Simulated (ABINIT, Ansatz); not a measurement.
# Quasiparticle gap of CaSe (Fm-3m) in ABINIT, part 2 of 3

Wanted: ground state, empty states, screening and self-energy for CaSe (Fm-3m).

ABINIT 10.8.3; LDA and many-body steps on it, plane waves. Known limits of the many-body steps: not at the basis limit; exchange with frozen shells missing; no spin-orbit coupling; coarse k mesh.

So far. Step 2 (Ground state): The gap is indirect, with the least direct gap 0.94 eV higher.

The database entry behind the starting cell differs from later determinations by our own check (0.1 to 0.3 % short, probably kX units), so it need not match the best structure at ambient conditions.

### 3. Bands along the symmetry lines

Level of this step: DFT, LDA, plane waves, norm-conserving pseudopotentials (ABINIT).

Levels along a band path, at the cheap level, show where the edges lie and whether the meshes to come will hold them.

run.abi reads:

```
acell 3*1.0 Angstrom
rprim 
  -0.000000000000 2.956000000000 2.956000000000
  2.956000000000 -0.000000000000 2.956000000000
  2.956000000000 2.956000000000 -0.000000000000
ntypat 2
znucl 20 34
natom 2
typat 1 2
xred 
  0.000000000000 0.000000000000 0.000000000000
  0.500000000000 0.500000000000 0.500000000000
pp_dirpath "pseudos"
pseudos "Ca.upf, Se.upf"
ecut 39
iscf -2
irdden 1
kptopt 0
nkpt 50
kpt 
  0.00000000 0.00000000 0.00000000
  0.06250000 0.00000000 0.06250000
  0.12500000 0.00000000 0.12500000
  0.18750000 0.00000000 0.18750000
  0.25000000 0.00000000 0.25000000
  0.31250000 0.00000000 0.31250000
  0.37500000 0.00000000 0.37500000
  0.43750000 0.00000000 0.43750000
  0.50000000 0.00000000 0.50000000
  0.51562500 0.03125000 0.51562500
  0.53125000 0.06250000 0.53125000
  0.54687500 0.09375000 0.54687500
  0.56250000 0.12500000 0.56250000
  0.57812500 0.15625000 0.57812500
  0.59375000 0.18750000 0.59375000
  0.60937500 0.21875000 0.60937500
  0.62500000 0.25000000 0.62500000
  0.37500000 0.37500000 0.75000000
  0.32812500 0.32812500 0.65625000
  0.28125000 0.28125000 0.56250000
  0.23437500 0.23437500 0.46875000
  0.18750000 0.18750000 0.37500000
  0.14062500 0.14062500 0.28125000
  0.09375000 0.09375000 0.18750000
  0.04687500 0.04687500 0.09375000
  0.00000000 0.00000000 0.00000000
  0.06250000 0.06250000 0.06250000
  0.12500000 0.12500000 0.12500000
  0.18750000 0.18750000 0.18750000
  0.25000000 0.25000000 0.25000000
  0.31250000 0.31250000 0.31250000
  0.37500000 0.37500000 0.37500000
  0.43750000 0.43750000 0.43750000
  0.50000000 0.50000000 0.50000000
  0.50000000 0.46875000 0.53125000
  0.50000000 0.43750000 0.56250000
  0.50000000 0.40625000 0.59375000
  0.50000000 0.37500000 0.62500000
  0.50000000 0.34375000 0.65625000
  0.50000000 0.31250000 0.68750000
  0.50000000 0.28125000 0.71875000
  0.50000000 0.25000000 0.75000000
  0.50000000 0.21875000 0.71875000
  0.50000000 0.18750000 0.68750000
  0.50000000 0.15625000 0.65625000
  0.50000000 0.12500000 0.62500000
  0.50000000 0.09375000 0.59375000
  0.50000000 0.06250000 0.56250000
  0.50000000 0.03125000 0.53125000
  0.50000000 -0.00000000 0.50000000
istwfk *1
nband 20
nbdbuf 2
tolwfr 1e-08
nstep 40
prtwf 0
prtvol 0
indata_prefix "in"
outdata_prefix "out"
tmpdata_prefix "tmp"
```

Started as:

```sh
$ OMP_NUM_THREADS=1 mpirun -n 4 abinit run.abi > log
```

Numbers of over 12 decimals in the logs are rounded to 6 here.

What it wrote:

```text
.Version 10.8.3 of ABINIT. v10.8.2 released Aug 2026.

 Symmetries : space group Fm -3 m (#225); Bravais cF (face-center cubic)
[... echo of the input left out ...]
== DATASET  1 ==================================================================
-   mpi_nproc: 4, omp_nthreads: 1 (-1 if OMP is not activated)

--- !DatasetInfo
iteration_state: {dtset: 1, }
dimensions: {natom: 2, nkpt: 50, mband: 20, nsppol: 1, nspinor: 1, nspden: 1, mpw: 4088, }
cutoff_energies: {ecut:  39.0, pawecutdg:  -1.0, }
electrons: {nelect:   2.60000000E+01, charge:   0.00000000E+00, occopt:   1.00000000E+00, tsmear:   1.00000000E-02, }

 Real(R)+Recip(G) space primitive vectors, cartesian coordinates (Bohr,Bohr^-1):
 R(1)=  0.0000000  5.5860304  5.5860304  G(1)= -0.0895090  0.0895090  0.0895090
 R(2)=  5.5860304  0.0000000  5.5860304  G(2)=  0.0895090 -0.0895090  0.0895090
 R(3)=  5.5860304  5.5860304  0.0000000  G(3)=  0.0895090  0.0895090 -0.0895090
 Unit cell volume ucvol=  3.4861004E+02 bohr^3
 Angles (23,13,12)=  6.00000000E+01  6.00000000E+01  6.00000000E+01 degrees

 getcut: wavevector=  0.0000  0.0000  0.0000  ngfft=  48  48  48
         ecut(hartree)=     39.000   => boxcut(ratio)=   2.16135

--- Pseudopotential description ------------------------------------------------
- Ca Generated using ONCVPSP code by D. R. Hamann
- 20.00000  10.00000  180309                  znucl, zion, pspdat
12 -1012 2 -1 1724                            pspcod,pspxc,lmax,lloc,mmax
     nproj     2     2     2
  pspatm : epsatm=   12.51424511
         --- l  ekb(1:nproj) -->
             0   10.026170    0.975458
             1    2.942990    0.445396
             2   -3.490458   -1.115963
 pspatm: atomic psp has been read  and splines computed

- Se Generated using ONCVPSP code by D. R. Hamann
- 34.00000  16.00000  180309                  znucl, zion, pspdat
12 -1012 2 -1 1198                            pspcod,pspxc,lmax,lloc,mmax
     nproj     2     2     2
  pspatm : epsatm=   28.37707470
         --- l  ekb(1:nproj) -->
[...]
pspatm: atomic psp has been read  and splines computed

--------------------------------------------------------------------------------

================================================================================
 prteigrs : about to open file out_EIG
 Non-SCF case, kpt    1 (  0.00000  0.00000  0.00000), residuals and eigenvalues=
  2.44E-09  3.85E-09  1.77E-09  2.41E-09  5.13E-09  7.08E-09  2.27E-09  4.88E-09
  8.39E-09  3.88E-09  5.44E-09  7.62E-09  9.12E-09  8.20E-09  6.40E-09  7.56E-09
  9.75E-09  5.33E-09  9.57E-09  5.59E-09
 -1.5492E+00 -1.5492E+00 -1.5489E+00 -1.5489E+00 -1.5489E+00 -1.3018E+00
 -6.1193E-01 -6.1193E-01 -6.1193E-01 -2.9101E-01  1.4537E-01  1.4537E-01
  1.4537E-01  2.5903E-01  2.7598E-01  2.7598E-01  2.7598E-01  2.9831E-01
  2.9831E-01  4.9751E-01
 Non-SCF case, kpt    2 (  0.06250  0.00000  0.06250), residuals and eigenvalues=
[...]
3.0877E-01  5.0151E-01
 Non-SCF case, kpt    3 (  0.12500  0.00000  0.12500), residuals and eigenvalues=
[...]
3.42E-09  6.18E-09  7.93E-09  4.00E-05
[...]
3.4223E-01  5.1113E-01
[...]
Non-SCF case, kpt   49 (  0.50000  0.03125  0.53125), residuals and eigenvalues=
[...]
3.6187E-01  5.0992E-01
 Non-SCF case, kpt   50 (  0.50000 -0.00000  0.50000), residuals and eigenvalues=
[...]
-6.1514E-01 -6.1321E-01 -6.1321E-01 -2.6992E-01  5.1833E-02  1.1073E-01
  1.1073E-01  2.1427E-01  3.2348E-01  3.2667E-01  3.6186E-01  3.6186E-01
  3.6206E-01  5.1134E-01

--- !ResultsGS
iteration_state: {dtset: 1, }
comment   : Summary of ground state results
lattice_vectors:
- [ -0.0000000,   5.5860304,   5.5860304, ]
- [  5.5860304,  -0.0000000,   5.5860304, ]
- [  5.5860304,   5.5860304,  -0.0000000, ]
lattice_lengths: [   7.89984,    7.89984,    7.89984, ]
lattice_angles: [ 60.000,  60.000,  60.000, ] # degrees, (23, 13, 12)
lattice_volume:   3.4861004E+02
convergence: {deltae:  0.000E+00, res2:  0.000E+00, residm:  9.975E-09, diffor:  0.000E+00, }
etotal    :  -1.60009514E+02
entropy   :   0.00000000E+00
fermie    :   1.45373013E-01
cartesian_stress_tensor: null
pressure_GPa: null
xred      :
- [  0.0000E+00,   0.0000E+00,   0.0000E+00, Ca]
- [  5.0000E-01,   5.0000E-01,   5.0000E-01, Se]
cartesian_forces: null
force_length_stats: {min: null, max: null, mean: null, }

 Integrated electronic density in atomic spheres:
 ------------------------------------------------
 Atom  Sphere_radius  Integrated_density
[...]
================================================================================

 ----iterations are completed or convergence reached----

 Mean square residual over all n,k,spin=   57.730E-10; max=  99.750E-10
 reduced coordinates (array xred) for    2 atoms
       0.000000000000      0.000000000000      0.000000000000
       0.500000000000      0.500000000000      0.500000000000

 cartesian coordinates (angstrom) at end:
[...]
length scales=  1.889726125908  1.889726125908  1.889726125908 bohr
              =  1.000000000000  1.000000000000  1.000000000000 angstroms
 prteigrs : about to open file out_EIG
 Eigenvalues (hartree) for nkpt=  50  k points:
 kpt#   1, nband= 20, wtk=  1.00000, kpt=  0.0000  0.0000  0.0000 (reduced coord)
[...]
kpt#   2, nband= 20, wtk=  1.00000, kpt=  0.0625  0.0000  0.0625 (reduced coord)
[...]
kpt#   3, nband= 20, wtk=  1.00000, kpt=  0.1250  0.0000  0.1250 (reduced coord)
[...]
kpt#  49, nband= 20, wtk=  1.00000, kpt=  0.5000  0.0313  0.5313 (reduced coord)
[...]
0.36114    0.36184    0.36187    0.50992
 kpt#  50, nband= 20, wtk=  1.00000, kpt=  0.5000  0.0000  0.5000 (reduced coord)
  -1.54921   -1.54920   -1.54891   -1.54890   -1.54890   -1.30141   -0.61514   -0.61321
  -0.61321   -0.26992    0.05183    0.11073    0.11073    0.21427    0.32348    0.32667
   0.36186    0.36186    0.36206    0.51134

== END DATASET(S) ==============================================================
================================================================================

 -outvars: echo values of variables after computation  --------
            nband          20
             nkpt          50
          spgroup         225
 [... the other variables as echoed above ...]

 Calculation completed.
```

Wall time 22 s (4 MPI ranks of Arm Neoverse V2, shared host); peak memory 0.33 GiB.

Numbers from this step:

| Property | Result |
| --- | --- |
| gap | 1.875 eV |
| k of the valence top | 0, 0, 0 |
| k of the conduction bottom | 0.5, 0, 0.5 |
| least direct gap | 2.817 eV |

The gap is 1.875 eV, as in the run before at this level.

Electronic bands along the path, in eV, zero at the top of the highest filled band:

```
    point  band 10  band 11  band 12  band 13  band 14  band 15  band 16  band 17
        Γ   -11.87     0.00     0.00     0.00     3.09     3.55     3.55     3.55
  halfway   -11.51    -2.16    -0.62    -0.62     2.57     4.29     4.52     5.18
        X   -11.30    -2.55    -0.94    -0.94     1.87     4.85     4.93     5.89
  halfway   -11.27    -2.48    -1.36    -1.00     2.28     5.18     5.26     5.81
        U   -11.22    -2.28    -2.09    -1.13     3.13     5.54     5.57     5.58
jump to K   -11.22    -2.28    -2.09    -1.13     3.13     5.54     5.57     5.58
  halfway   -11.44    -2.32    -1.02    -0.94     4.13     4.26     4.46     5.02
        Γ   -11.87     0.00     0.00     0.00     3.09     3.55     3.55     3.55
  halfway   -11.54    -2.05    -0.72    -0.72     3.56     4.29     4.29     5.56
        L   -11.17    -3.34    -1.22    -1.22     4.38     5.32     5.35     5.35
  halfway   -11.19    -2.88    -1.66    -1.26     4.33     4.61     5.57     5.86
        W   -11.21    -2.01    -2.01    -1.71     4.26     4.26     5.10     5.61
  halfway   -11.26    -2.41    -1.38    -1.36     2.68     4.99     5.53     5.71
        X   -11.30    -2.55    -0.94    -0.94     1.87     4.85     4.93     5.89
```

The electronic bands as a text plot (rows in eV, shown from -8.0 to 4.2 only):

```
    3.9 |+++++             +    ++++++++ +++ +++           +
    3.4 |++++                        ++++++++               +
    2.9 |+   +           ++           ++                     +
    2.4 |     ++++     ++                                     +
    1.9 |         +++++                                        ++
    1.4 |
    0.9 |
    0.4 |
   -0.1 |****                      ********
   -0.7 |    ******              **      ****
   -1.2 |  **      **************  **        ***********     ****
   -1.7 |    *          **  **   **        *         ********
   -2.2 |     **         ***    *           *           ******
   -2.7 |       *********  *****             **       **      ***
   -3.2 |                                      *******
   -3.7 |
   -4.2 |
   -4.7 |
   -5.2 |
   -5.7 |
   -6.2 |
   -6.7 |
   -7.2 |
   -7.7 |
         Γ           X  U|K            Γ         L        W     X
```

### 4. Empty states on the mesh, 4×4×4 mesh, 63 bands

The sums over transitions need many empty states on a uniform mesh; this step solves for them.

run.abi reads:

```
acell 3*1.0 Angstrom
rprim 
  -0.000000000000 2.956000000000 2.956000000000
  2.956000000000 -0.000000000000 2.956000000000
  2.956000000000 2.956000000000 -0.000000000000
ntypat 2
znucl 20 34
natom 2
typat 1 2
xred 
  0.000000000000 0.000000000000 0.000000000000
  0.500000000000 0.500000000000 0.500000000000
pp_dirpath "pseudos"
pseudos "Ca.upf, Se.upf"
ecut 39
ngkpt 4 4 4
nshiftk 1
shiftk 0 0 0
kptopt 1
chksymbreak 0
iscf -2
irdden 1
istwfk *1
nband 63
nbdbuf 4
tolwfr 1e-09
nstep 60
prtvol 0
indata_prefix "in"
outdata_prefix "out"
tmpdata_prefix "tmp"
```

What it wrote:

```text
.Version 10.8.3 of ABINIT. v10.8.2 released Aug 2026.

 Symmetries : space group Fm -3 m (#225); Bravais cF (face-center cubic)
[... echo of the input left out ...]
== DATASET  1 ==================================================================
-   mpi_nproc: 4, omp_nthreads: 1 (-1 if OMP is not activated)

--- !DatasetInfo
iteration_state: {dtset: 1, }
dimensions: {natom: 2, nkpt: 8, mband: 63, nsppol: 1, nspinor: 1, nspden: 1, mpw: 4088, }
cutoff_energies: {ecut:  39.0, pawecutdg:  -1.0, }
electrons: {nelect:   2.60000000E+01, charge:   0.00000000E+00, occopt:   1.00000000E+00, tsmear:   1.00000000E-02, }

 Real(R)+Recip(G) space primitive vectors, cartesian coordinates (Bohr,Bohr^-1):
 R(1)=  0.0000000  5.5860304  5.5860304  G(1)= -0.0895090  0.0895090  0.0895090
 R(2)=  5.5860304  0.0000000  5.5860304  G(2)=  0.0895090 -0.0895090  0.0895090
 R(3)=  5.5860304  5.5860304  0.0000000  G(3)=  0.0895090  0.0895090 -0.0895090
 Unit cell volume ucvol=  3.4861004E+02 bohr^3
 Angles (23,13,12)=  6.00000000E+01  6.00000000E+01  6.00000000E+01 degrees

 getcut: wavevector=  0.0000  0.0000  0.0000  ngfft=  48  48  48
         ecut(hartree)=     39.000   => boxcut(ratio)=   2.16135

--- Pseudopotential description ------------------------------------------------
- Ca Generated using ONCVPSP code by D. R. Hamann
- 20.00000  10.00000  180309                  znucl, zion, pspdat
12 -1012 2 -1 1724                            pspcod,pspxc,lmax,lloc,mmax
     nproj     2     2     2
  pspatm : epsatm=   12.51424511
         --- l  ekb(1:nproj) -->
             0   10.026170    0.975458
             1    2.942990    0.445396
             2   -3.490458   -1.115963
 pspatm: atomic psp has been read  and splines computed

- Se Generated using ONCVPSP code by D. R. Hamann
- 34.00000  16.00000  180309                  znucl, zion, pspdat
12 -1012 2 -1 1198                            pspcod,pspxc,lmax,lloc,mmax
     nproj     2     2     2
  pspatm : epsatm=   28.37707470
         --- l  ekb(1:nproj) -->
[...]
pspatm: atomic psp has been read  and splines computed

--------------------------------------------------------------------------------

================================================================================
 prteigrs : about to open file out_EIG
 Non-SCF case, kpt    1 (  0.00000  0.00000  0.00000), residuals and eigenvalues=
  2.39E-10  1.34E-10  4.45E-10  5.66E-10  6.85E-10  7.53E-10  1.19E-10  3.46E-10
  7.93E-10  9.07E-10  1.63E-10  3.21E-10  5.18E-10  3.35E-10  1.75E-10  2.45E-10
  9.16E-10  1.57E-10  4.67E-10  8.31E-10  1.96E-10  2.92E-10  8.89E-10  1.82E-10
[...]
7.85E-10  2.52E-10  6.69E-10  2.36E-10  8.31E-10  1.07E-07  7.46E-07
 -1.5492E+00 -1.5492E+00 -1.5489E+00 -1.5489E+00 -1.5489E+00 -1.3018E+00
 -6.1193E-01 -6.1193E-01 -6.1193E-01 -2.9101E-01  1.4537E-01  1.4537E-01
  1.4537E-01  2.5903E-01  2.7598E-01  2.7598E-01  2.7598E-01  2.9831E-01
[...]
1.6069E+00  1.6069E+00  1.6069E+00  1.6083E+00  1.6083E+00  1.6083E+00
  1.6096E+00  1.6500E+00  1.6500E+00  1.6713E+00  1.6713E+00  1.6713E+00
[...]
prteigrs : prtvol=0 or 1, do not print more k-points.

--- !ResultsGS
iteration_state: {dtset: 1, }
comment   : Summary of ground state results
lattice_vectors:
- [ -0.0000000,   5.5860304,   5.5860304, ]
- [  5.5860304,  -0.0000000,   5.5860304, ]
- [  5.5860304,   5.5860304,  -0.0000000, ]
lattice_lengths: [   7.89984,    7.89984,    7.89984, ]
lattice_angles: [ 60.000,  60.000,  60.000, ] # degrees, (23, 13, 12)
lattice_volume:   3.4861004E+02
convergence: {deltae:  0.000E+00, res2:  0.000E+00, residm:  9.987E-10, diffor:  0.000E+00, }
etotal    :  -1.60009514E+02
entropy   :   0.00000000E+00
fermie    :   1.45373013E-01
cartesian_stress_tensor: null
pressure_GPa: null
xred      :
- [  0.0000E+00,   0.0000E+00,   0.0000E+00, Ca]
- [  5.0000E-01,   5.0000E-01,   5.0000E-01, Se]
cartesian_forces: null
force_length_stats: {min: null, max: null, mean: null, }

 Integrated electronic density in atomic spheres:
 ------------------------------------------------
 Atom  Sphere_radius  Integrated_density
[...]
================================================================================

 ----iterations are completed or convergence reached----

 Mean square residual over all n,k,spin=   49.525E-11; max=  99.869E-11
 reduced coordinates (array xred) for    2 atoms
       0.000000000000      0.000000000000      0.000000000000
       0.500000000000      0.500000000000      0.500000000000

 cartesian coordinates (angstrom) at end:
    1      0.000000     0.000000     0.000000
    2      2.956000     2.956000     2.956000
 length scales=  1.889726125908  1.889726125908  1.889726125908 bohr
              =  1.000000000000  1.000000000000  1.000000000000 angstroms
 prteigrs : about to open file out_EIG
 Eigenvalues (hartree) for nkpt=   8  k points:
 kpt#   1, nband= 63, wtk=  0.01563, kpt=  0.0000  0.0000  0.0000 (reduced coord)
[...]
1.42158    1.47184    1.47184    1.47184    1.52189    1.52189    1.52189    1.59396
   1.60686    1.60686    1.60686    1.60825    1.60825    1.60825    1.60957    1.65004
   1.65004    1.67130    1.67130    1.67130    1.71696    1.71696    1.71696
 prteigrs : prtvol=0 or 1, do not print more k-points.

== END DATASET(S) ==============================================================
================================================================================

 -outvars: echo values of variables after computation  --------
            nband          63
             nkpt           8
          spgroup         225
 [... the other variables as echoed above ...]

 Calculation completed.
```

The job ended after 16 s (4 MPI ranks; peak memory 0.3 GiB).

This step gave:

| Property | Result |
| --- | --- |
| gap | 1.875 eV |
| k of the valence top | 0, 0, 0 |
| k of the conduction bottom | 0.5, 0.5, 0 |
| least direct gap | 2.817 eV |
| k points computed | 8 |
| lowest point of the top converged band, above the valence top | 41.52 eV |

On this mesh the gap is 1.875 eV.

### 5. Screening, 4×4×4 mesh, 59 bands, screening to 119.7 eV

The RPA dielectric matrix is built and inverted for each q.

This step: RPA screening on LDA, plane waves, norm-conserving pseudopotentials.

Edit run.abi of step 4 so:

```diff
@@ -20,10 +20,11 @@
 chksymbreak 0
-iscf -2
-irdden 1
 istwfk *1
-nband 63
-nbdbuf 4
-tolwfr 1e-09
-nstep 60
-prtvol 0
+occopt 1
+irdwfk 1
+optdriver 3
+nband 59
+ecuteps 4.4
+inclvkb 2
+awtr 1
+symchi 1
 indata_prefix "in"
```

What it wrote:

```text
.Version 10.8.3 of ABINIT. v10.8.2 released Aug 2026.

 Symmetries : space group Fm -3 m (#225); Bravais cF (face-center cubic)
[... echo of the input left out ...]
== DATASET  1 ==================================================================
-   mpi_nproc: 4, omp_nthreads: 1 (-1 if OMP is not activated)

--- !DatasetInfo
iteration_state: {dtset: 1, }
dimensions: {natom: 2, nkpt: 8, mband: 59, nsppol: 1, nspinor: 1, nspden: 1, mpw: 4088, }
cutoff_energies: {ecut:  39.0, pawecutdg:  -1.0, }
electrons: {nelect:   2.60000000E+01, charge:   0.00000000E+00, occopt:   1.00000000E+00, tsmear:   1.00000000E-02, }

 SCREENING: Calculation of the susceptibility and dielectric matrices

 Based on a program developped by R.W. Godby, V. Olevano, G. Onida, and L. Reining.
 Incorporated in ABINIT by V. Olevano, G.-M. Rignanese, and M. Torrent.
.Using double precision arithmetic ; gwpc =  8

[... cell and pseudopotentials left out ...]
--------------------------------------------------------------------------------

 ==== K-mesh for the wavefunctions ====
 Number of points in the irreducible wedge :     8
[... list of points left out ...]
 Together with 48 symmetry operations and time-reversal symmetry
 yields    64 points in the full Brillouin Zone.

 ==== Q-mesh for the screening function ====
 Number of points in the irreducible wedge :     8
[... list of points left out ...]
 Together with 48 symmetry operations and time-reversal symmetry
 yields    64 points in the full Brillouin Zone.

 setmesh: FFT mesh size selected  =    30x   30x   30
          total number of points  =        27000

 vcoul_init : cutoff-mode = AUXILIARY_FUNCTION
 q-points for optical limit:   1
     1)      0.000010    0.000020    0.000030

- screening: taking advantage of time-reversal symmetry
- Maximum band index for partially occupied states nbvw = 13
- Remaining bands to be divided among processors   nbcw = 46
- Number of bands treated by each node ~11

 Number of electrons calculated from density =   26.0000; Expected =   26.0000
 average of density, n =  0.074582
 r_s =    1.4738
 omega_plasma =   26.3434 [eV]

 calculating chi0 at frequencies [eV] :
  1    0.000000E+00    0.000000E+00
  2    0.000000E+00    2.634343E+01

--------------------------------------------------------------------------------
  q-point number  1        q = ( 0.000000, 0.000000, 0.000000) [r.l.u.]
--------------------------------------------------------------------------------
[... chi0 elements left out ...]
 For q-point:  0.000010 0.000020 0.000030
  dielectric constant =   6.2885
  dielectric constant without local fields =   7.2950

  Average fulfillment of the sum rule on Im[epsilon] for q-point    1 :     44.66  [%]
[... wings left out ...]
  q-point number  2        q = ( 0.250000, 0.000000, 0.000000) [r.l.u.]
--------------------------------------------------------------------------------
[... chi0 elements left out ...]
  Average fulfillment of the sum rule on Im[epsilon] for q-point    2 :     55.26  [%]

 [... 6 further q-points ...]
```

It took 15 s on 4 MPI ranks; peak memory 0.75 GiB; 60 s of CPU time.

Numbers from this step:

| Property | Result |
| --- | --- |
| ε∞ with local fields, on this mesh, along the program's q direction | 6.288 |
| the same without local fields | 7.295 |
| plasma frequency | 26.34 eV |
| plane waves in the screening matrix | 169 |

Local fields lower ε∞ by 14 %. On a Γ-centred mesh this coarse the value itself is usually too large, while a short band sum pulls it down.

(Part 2 of 3 ends here.)

[Paths, hosts, dates, memory and timing lines, banners, echoed tables and standing remarks are left out of the program output.]

[Logs are printed without paths, hosts, clocks, repeated set-up lines and the standing remarks that a program may print on its own settings, such as how far it seeks lower states.]

[Runs of the session that timed out or met a known fault of the program may be left out.]

[Hosts, paths, dates, database ids (printed as entryN), source tags and the programs' standing remarks are cut or masked in the printed files.]

[G0W0 gaps are taken among the corrected bands and points alone; a level outside them can change the order at an edge.]

[Where Ansatz stands beside ABINIT at settings called matched, ABINIT's density can come from a denser mesh and the files from another edition; pairs whose starting gaps differed by over 0.03 eV were left out, so agreement reads better than it is.]
